**Question**

Tin monoxide is computed here in the zincblende structure, in which each Sn has four O neighbours. The cell is compressed and stretched evenly at the hybrid-functional level. Volume is given per atom, and a positive pressure means that the crystal pushes outward.

Zincblende SnO computed with Ansatz 0.2.0 at the HSE06 level, in cells strained evenly from the r2SCAN geometry. The runs use PAW potentials, a 420 eV plane-wave cutoff, a 6×6×6 k mesh and Fermi–Dirac smearing of 0.02 eV, without spin polarisation or spin–orbit coupling. Pressure is positive in compression.

| volume (Å³/atom) | shortest distance (Å) | pressure (GPa) |
| --- | --- | --- |
| 16.837 | 2.220 | 13.000 |
| 17.030 | 2.228 | 12.500 |
| 17.640 | 2.254 | 10.500 |
| 19.863 | 2.345 | 0.300 |
| 20.163 | 2.357 | -0.700 |
| 20.556 | 2.372 | -2.000 |
| 20.986 | 2.389 | -3.200 |

The calculation samples the electron waves on a mesh of wave vectors. One mesh point, called P here, lies two thirds of the way from X to W, two special points of reciprocal space. P and its equivalents stand for 1/18 of all wave vectors. Bands 10 and 11 at P are 1.071 eV apart at 20.556 Å³/atom, but only 0.036 eV apart at 17.030. In the latter cell the lower level holds 1.146 of its two possible electrons.

(a) Why does the pressure fall through zero as the cell grows?

(b) Which rows depart from ordinary behaviour?

(c) Find a cause for the departure, estimate its size, and judge whether the real crystal would show it.

**Model answer**

(a) Pressure is the rate at which the energy drops when the volume grows. In a small cell the filled electron shells of Sn and O overlap, and the Pauli principle makes this costly, so the crystal pushes outward. In a large cell the stretched bonds pull inward and the pressure is negative. The two tendencies balance at about 19.95 Å³/atom, by interpolation between the rows at 19.863 and 20.163.

(b) Repulsion rises more steeply than attraction as atoms approach, so a solid normally becomes stiffer when squeezed. From the largest cell inward this holds at first: the pressure gained per Å³/atom removed grows from 2.8 GPa to 4.6 GPa in the step from 19.863 to 17.640. In the next two steps it drops to 3.3 and then 2.6 GPa. The rows at 17.030 and 16.837 are therefore the irregular ones: their pressures are high, but not as high as the rest of the curve leads one to expect.

To measure the shortfall, draw a parabola through the pressures at 17.640, 19.863 and 20.986 and continue it inward. At 17.030, which is not among these three rows, it gives 14.1 GPa, or 1.6 GPa more than the calculation. A more cautious continuation, which merely keeps the mean slope of the step from 19.863 to 17.640, still leaves a shortfall of 0.8 GPa.

(c) The closing gap at P points to a change in which band the electrons occupy. Between X and W one band is nearly flat and the other climbs steeply. At 20.556 the steep band lies well above the flat one at P and is empty there. Compression lowers it relative to the flat band until the two cross, and electrons at P then move into the steep band.

The band edge at W shows that the crossing has already happened at 17.030. In the cells at 20.556, 19.863 and 17.640, the highest level of band 10 on the mesh lies 0.04 to 0.05 eV below this edge. At 17.030 it is the upper of the two levels at P that keeps this distance, so the upper level continues the flat band. The lower level, 0.08 eV below the edge, must be the newcomer.

This transfer lowers the pressure. Squeezing the crystal costs less if some of its electrons sit in a band that sinks, relative to the one they left, as the volume shrinks. The loss of pressure is the number of electrons moved times the change of level separation per change of cell volume:

- Electrons moved per cell: 1.146 × 1/18 = 0.064.
- Change of separation between 20.556 and 17.030: 1.071 + 0.036 = 1.107 eV. The two terms add because the order of the levels has reversed.
- Change of volume of the two-atom cell: 2 × (20.556 − 17.030) = 7.05 Å³.
- Loss of pressure: 0.064 × 1.107 / 7.05 = 0.010 eV/Å³, or about 1.6 GPa.

The estimate has the size of the shortfall. At 16.837 the steep band at P should be fuller still. It cannot be completely full. At 17.030 the two levels at P hold only 1.503 electrons together, the rest having gone to band 11 at X. At 16.837 the lowest mesh level of band 11 lies just 0.01 eV above the steep level, less than the smearing width, so it keeps a share. At the same average rate, 1.503 electrons in the steep band would give a loss of 2.1 GPa and a full band 2.8 GPa, against a shortfall of 2.3 GPa from the parabola. The growth of the effect from one row to the next thus fits the same cause.

The real crystal would probably not soften so abruptly. Here a single mesh point speaks for 1/18 of all wave vectors, and they change band together. With a fine mesh the crossing would sweep through them gradually, and the loss of pressure would be spread over a wider range of volumes. The band crossing is a feature of this electronic structure, whereas the sharp bend in the pressure curve is likely to be largely a product of the coarse mesh. Repeating the three smallest cells on a denser mesh would decide the matter.

**Remarks on the reasoning**

*Is the bend merely an error of the computed stress?* The total energies offer a check, since their differences also give a mean pressure for each step. In the step from 17.030 to 16.837 they give 12.8 GPa, the same as the stresses. Between 17.640 and 17.030 they give 12.2 GPa, while the two end pressures average only 11.5 GPa. The parabola averages about 12.3 GPa over this step, so the energies imply that the pressure follows it for most of the way. Merely levelling off at 12.5 GPa would not give so high a mean: the pressure would have to overshoot and fall back near 17.030. A sudden change of band works in this direction, but it is not shown to account for the whole difference, and loosely converged stresses may contribute.

*How far may the agreement be trusted?* Its closeness at 17.030 should not impress, because the shortfall depends on how the curve is continued. The estimate also uses the average rate at which the level separation changes over a wide range of volumes. Near the crossing the rate may well be higher. The row at 17.640 cannot settle this. Its smearing entropy is practically the same as at 19.863, so the steep band is still empty at P there, but the average rate leads one to expect that too: the steep level would lie about 0.16 eV above the flat one, some seven smearing widths above the Fermi level. The two smallest cells give a better hint. If the flat band at P stays 0.04 eV below the W edge at 16.837 too, the separation changes about 1.6 times as fast between the two smallest cells, and the estimate at 17.030 rises to about 2.6 GPa. The estimate therefore supports the mechanism by its sign and its order of magnitude only. Spin-orbit coupling is left out, and the hybrid functional is unchecked for this semimetal, so the volume at which the bands cross may also shift. The printed analysis after this text gives the comparison row by row.

*What carries over to another material?* A few electrons can matter if their levels respond strongly to volume. In this case a whole electron per cell changing band would alter the pressure by about 25 GPa (1.6 / 0.064), so a few hundredths of one are enough to bend the curve. In a metal or semimetal under pressure, a kink in the computed curve is therefore a reason to look for levels that cross near the Fermi level, and then to refine the mesh.

*Which form of SnO is this?* Ordinary tin monoxide has a layered structure and is a semiconductor. These pressures belong to the zincblende form, and they don't give the compressibility of the layered phase.

Numerical output:

```
Interval from the row above to this row:
     row  pressure fall per Å³/atom (GPa)  bulk modulus (GPa)  mean of end pressures (GPa)  mean pressure from energies (GPa)
   17.03                            2.587               43.81                        12.77                              12.76
   17.64                            3.312               57.41                        11.51                              12.19
  19.863                            4.596               86.19                        5.394                               4.94
  20.163                            3.369               67.43                      -0.2202                            -0.2804
  20.556                            3.128               63.68                        -1.34                             -1.331
  20.986                            2.824               58.65                       -2.562                             -2.562
Volume of zero pressure by interpolation (Å³/atom): 19.95
Volume growth over the series (%): 24.64
Growth of the Sn-O distance over the series (%): 7.613
Smooth continuation:
     row  continued pressure (GPa)  continued less computed (GPa)  band gap on the mesh (eV)
  16.837                      15.3                          2.276                   0.009867
   17.03                     14.09                          1.569                   -0.09767
   17.64                      10.5                              0                    -0.1447
  19.863                    0.2852                     -7.216e-16                    -0.1543
  20.163                   -0.7497                       -0.02417                    -0.1553
  20.556                    -1.982                       -0.02701                    -0.1557
  20.986                    -3.169                      4.441e-16                   -0.06839
Pressure missing at 17.030 if the slope only stayed constant (GPa): 0.7836
Pressure missing at 16.837 if the slope only stayed constant (GPa): 1.171
Highest mesh level of band 10 below the W edge at 16.837 (eV): 0.1741
Same distance at 17.030 (eV): 0.07649
Same distance at 17.640 (eV): 0.04319
Same distance at 19.863 (eV): 0.0468
Same distance at 20.556 (eV): 0.04739
Band 11 at the mesh point below the W edge at 17.030 (eV): 0.0401
Separation of bands 10 and 11 at the mesh point at 17.030 (eV): 0.03639
Separation of bands 10 and 11 at the mesh point at 20.556 (eV): 1.071
Rise of the flat band from X to the mesh point at 17.030 (eV): 0.1341
Rise of the steep band from X to the mesh point at 17.030 (eV): 1.467
Electrons per cell in the steep band at this point at 17.030: 0.06365
Estimated pressure loss at 17.030 (GPa): 1.601
Estimated pressure loss if the steep band is full at this point (GPa): 2.796
```
